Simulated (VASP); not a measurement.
# Ti (P6_3/mmc) in VASP: notebook

One crystal, Ti, is run at these levels: r2SCAN, PBEsol, LDA, PBE; tasks: relaxation of cell and atoms.

All numbers are computed with VASP 6.6.1; they aren't measurements. Logs are shortened: lines on timing, memory, paths and dates and some standing lists are left out, and cuts for length are marked.

## (1) The structure

It takes space group P6_3/mmc (No. 194, hexagonal). The conventional cell has a = 2.950 Å, b = 2.950 Å, c = 4.680 Å, α = 90.00°, β = 90.00°, γ = 120.00°. Around Ti (site symmetry -6m2) lie 12 Ti at 2.89 to 2.95 Å.

## (2) Relaxation of cell and atoms, r2SCAN

INCAR

```
PREC     = Accurate       # precision mode
ENCUT    = 600            # plane-wave cutoff, eV
EDIFF    = 1E-6           # SCF threshold, eV
ISMEAR   = -1             # smearing method
SIGMA    = 0.05           # smearing width, eV
LREAL    = F              # projectors in reciprocal space
LASPH    = T              # aspherical terms in the spheres
NELM     = 80             # most SCF steps
ALGO     = Normal         # electronic algorithm
ISIF     = 3              # what is computed and relaxed
LWAVE    = F              # write WAVECAR
LCHARG   = F              # write CHGCAR
METAGGA  = R2SCAN         # meta-GGA
LMIXTAU  = T            
IBRION   = 2              # ionic algorithm
NSW      = 60             # ionic steps
EDIFFG   = -0.01          # ionic threshold
```

KPOINTS

```
Automatic mesh
0
Gamma
  21 21 12
```

POSCAR

```
Ti
1.0
    2.9500000000      0.0000000000      0.0000000000
   -1.4750000000      2.5547749412      0.0000000000
    0.0000000000      0.0000000000      4.6800000000
Ti
2
Direct
    0.3333333333      0.6666666667      0.2500000000
    0.6666666667      0.3333333333      0.7500000000
```

Potentials or basis: VASP PAW PBE potentials, release 64 (Ti_sv).

Launch:

```bash
$ cat potpaw_PBE.64/Ti_sv/POTCAR > POTCAR
$ mpirun -np 1 vasp_std > vasp.out
```

OUTCAR:

```text
PREC = Accurate
   ENCUT = 600
   EDIFF = 1E-6
   ISMEAR = -1
   LREAL = F
   LASPH = T
   NELM = 80
   ISIF = 3
   METAGGA = R2SCAN
   IBRION = 2
   NSW = 60
   EDIFFG = -0.01

 ion  position               nearest neighbor table
   1  0.333  0.667  0.250-   2 2.89   2 2.89   2 2.89   2 2.89   2 2.89   2 2.89
   2  0.667  0.333  0.750-   1 2.89   1 2.89   1 2.89   1 2.89   1 2.89   1 2.89

  LATTYP: Found a hexagonal cell.
 ALAT       =     2.9500000000
 C/A-ratio  =     1.5864406780

  Lattice vectors:

 A1 = (   2.9500000000,   0.0000000000,   0.0000000000)
 A2 = (  -1.4750000000,   2.5547749412,   0.0000000000)
 A3 = (   0.0000000000,   0.0000000000,   4.6800000000)

Analysis of symmetry for initial positions (statically):
=====================================================================
 Subroutine PRICEL returns:
 Original cell was already a primitive cell.

 Routine SETGRP: Setting up the symmetry group for a
 hexagonal supercell.

 Subroutine GETGRP returns: Found 24 space group operations
 (whereof 12 operations were pure point group operations)
 out of a pool of 24 trial point group operations.

The static configuration has the point symmetry D_3d.
 The point group associated with its full space group is D_6h.

Analysis of symmetry for dynamics (positions and initial velocities):
=====================================================================
 Subroutine PRICEL returns:
 Original cell was already a primitive cell.

 Routine SETGRP: Setting up the symmetry group for a
 hexagonal supercell.

 Subroutine GETGRP returns: Found 24 space group operations
 (whereof 12 operations were pure point group operations)
 out of a pool of 24 trial point group operations.

The dynamic configuration has the point symmetry D_3d.
 The point group associated with its full space group is D_6h.

 Subroutine INISYM returns: Found 24 space group operations
 (whereof 12 operations are pure point group operations),
 and found     1 'primitive' translations

----------------------------------------------------------------------------------------

                                     Primitive cell

  volume of cell :      35.2712

  direct lattice vectors                    reciprocal lattice vectors
     2.950000000  0.000000000  0.000000000     0.338983051  0.195711956  0.000000000
[... 97 lines left out ...]
   NELECT =      24.0000    total number of electrons
   NUPDOWN=      -1.0000    fix difference up-down
   EMIN   =  10.00;   EMAX   =-10.00  energy-range for DOS
   EFERMI =   0.00;   METHOD = LEGACY
   ISMEAR =    -1;   SIGMA  =   0.05  broadening in eV -4-tet -1-fermi 0-gaus
   EFERMI_NEDOS =   21; number of points for ismear=-14 and -15
   IALGO  =     38    algorithm
   IMIX   =      4    mixing-type and parameters
     AMIX     =   0.40;   BMIX     =  1.00
     AMIX_MAG =   1.60;   BMIX_MAG =  1.00
  volume/ion in A,a.u.               =      17.64       119.01
  Fermi-wavevector in a.u.,A,eV,Ry     =   1.439920  2.721055 28.209912  2.073370
  Thomas-Fermi vector in A             =   2.558722
   LORBIT       =      0    0 simple, 1 ext, 2 COOP (PROOUT), +10 PAW based schemes
   METAGGA = R2SCAN    functional components
   LHFCALC =     F    Hartree Fock is set to
   AEXX    =    0.0000 exact exchange contribution
   IVDW    =     0    specifies the selected vdW correction
   LEPSILON=     F    determine dielectric tensor
   LRPA    =     F    only Hartree local field effects (RPA)
 conjugate gradient relaxation of ions
 non-spin polarized calculation
  energy-cutoff  :      600.00
  volume of cell :       35.27
 maximum number of plane-waves:      1194
 NGX is ok and might be reduce to    24
   NGX = 11   NGY = 11   NGZ = 19

--------------------------------------- Ionic step        1  -------------------------------------------

 number of electron      23.9999997 magnetization

 Free energy of the ion-electron system (eV)
  ---------------------------------------------------
  ext. energy  EPLUGINS =         0.00000000
  ---------------------------------------------------
  free energy    TOTEN  =       -25.90524998 eV

  energy without entropy =      -25.89095964  energy(sigma->0) =      -25.89810481

------------------------ aborting loop because EDIFF is reached ----------------------------------------

  FORCE on cell =-STRESS in cart. coord.  units (eV):
  Direction    XX          YY          ZZ          XY          YZ          ZX
  --------------------------------------------------------------------------------------
  -------------------------------------------------------------------------------------
  Total       -0.3498874     -0.3498874     -0.4514276     -0.0000000     -0.0000000      0.0000000
  in kB      -15.8934571    -15.8934571    -20.5058665     -0.0000000     -0.0000000      0.0000000
  external PRESSURE =     -17.4309269 kB  Pullay stress =       0.0000000 kB
[... 131 lines left out ...]
--------------------------------------- Ionic step        5  -------------------------------------------

 number of electron      23.9999994 magnetization

 Free energy of the ion-electron system (eV)
  ---------------------------------------------------
  ext. energy  EPLUGINS =         0.00000000
  ---------------------------------------------------
  free energy    TOTEN  =       -25.90829556 eV

  energy without entropy =      -25.89425156  energy(sigma->0) =      -25.90127356

 E-fermi :   8.4033     XC(G=0): -12.3975

 val. band max:        8.3952003750   @ k =   0.2857   0.1905   0.5000
 cond. band min:       8.4113564070   @ k =   0.0952   0.0952   0.0000
 fundamental gap:      0.0161560320
 Fermi energy:         8.4032595035

 k-point     1 :       0.0000    0.0000    0.0000
  band No.  band energies     occupation
      1     -50.8391      2.00000
      2     -50.6948      2.00000
      3     -26.4016      2.00000
      4     -25.7330      2.00000
      5     -25.7329      2.00000
      6     -25.6628      2.00000
[... 433 lines left out ...]
      3     -26.2693      2.00000
      4     -25.9603      2.00000
      5     -25.9004      2.00000
      6     -25.7921      2.00000
[... 8 lines left out ...]
     15       9.7808      0.00000
     16      10.3011      0.00000

 [... further k-points ...]

------------------------ aborting loop because EDIFF is reached ----------------------------------------

  FORCE on cell =-STRESS in cart. coord.  units (eV):
  Direction    XX          YY          ZZ          XY          YZ          ZX
  --------------------------------------------------------------------------------------
  -------------------------------------------------------------------------------------
  Total        0.0117801      0.0117801     -0.0129161     -0.0000000     -0.0000000      0.0000000
  in kB        0.5434312      0.5434312     -0.5958357     -0.0000000     -0.0000000      0.0000000
  external PRESSURE =       0.1636756 kB  Pullay stress =       0.0000000 kB
[... 17 lines left out ...]
  FREE ENERGIE OF THE ION-ELECTRON SYSTEM (eV)
  ---------------------------------------------------
  free  energy   TOTEN  =       -25.9082955559 eV

  energy  without entropy=      -25.8942515630  energy(sigma->0) =      -25.90127356

 reached required accuracy - stopping structural energy minimisation
```

OSZICAR:

```text
N       E                     dE             d eps       ncg     rms          rms(c)
DAV:   1     0.259427740054E+03    0.25943E+03   -0.15144E+04 10752   0.210E+03
DAV:   2    -0.194517962740E+01   -0.26137E+03   -0.25996E+03 11088   0.538E+02
DAV:   3    -0.330826741723E+02   -0.31137E+02   -0.30877E+02 21256   0.148E+02
[... 57 lines left out ...]
DAV:   4    -0.259083026897E+02    0.30998E-05   -0.44697E-05 11536   0.102E-01    0.328E-03
DAV:   5    -0.259082941351E+02    0.85546E-05   -0.74044E-06  9968   0.373E-02    0.159E-03
DAV:   6    -0.259082963994E+02   -0.22643E-05   -0.12080E-06  6592   0.203E-02    0.116E-03
DAV:   7    -0.259082948132E+02    0.15862E-05   -0.38283E-07  5840   0.923E-03    0.648E-04
DAV:   8    -0.259082955559E+02   -0.74266E-06   -0.15091E-07  5720   0.583E-03
   5 F= -.25908296E+02 E0= -.25901274E+02  d E =-.461508E-04
```

It took 17 min on 1 thread of Intel Xeon 6975P-C (Granite Rapids), shared host; peak memory 0.33 GiB.

Results:

```
Free energy                            : -25.9083 eV
Relaxed volume                         : 17.37 Å³/atom
Relaxed cell                           : a = 2.938 Å, b = 2.938 Å, c = 4.647 Å, α = 90.00°, β = 90.00°, γ = 120.00°
Space group after relaxing (to 0.05 Å) : P6_3/mmc (No. 194)
Energy gained by relaxing              : 1.5 meV/atom
Ionic steps                            : 5
Pressure after relaxing                : 0.0 GPa
Band gap on the k mesh                 : none (metal or under the smearing width)
```

The path:
```csv
step,energy change (eV),largest force (eV/Å),pressure (GPa),volume (Å³)
1,0.0000,0.0000,-1.74,35.27
2,-0.0010,0.0000,1.43,34.30
3,-0.0030,0.0000,-0.01,34.74
4,-0.0030,0.0000,0.03,34.73
5,-0.0030,0.0000,0.02,34.73
```

Final structure:
```yaml
crystal:
  lattice:
    - [2.93767, 0.00000, 0.00000]
    - [-1.46883, 2.54409, 0.00000]
    - [0.00000, 0.00000, 4.64706]
  atoms:
    - { symbol: Ti, position: [0.33333, 0.66667, 0.25000] }
    - { symbol: Ti, position: [0.66667, 0.33333, 0.75000] }
```

Caveat: the PAW data sets were made with another functional, which shifts forces and pressure a little.

[end of part 1 of 2]
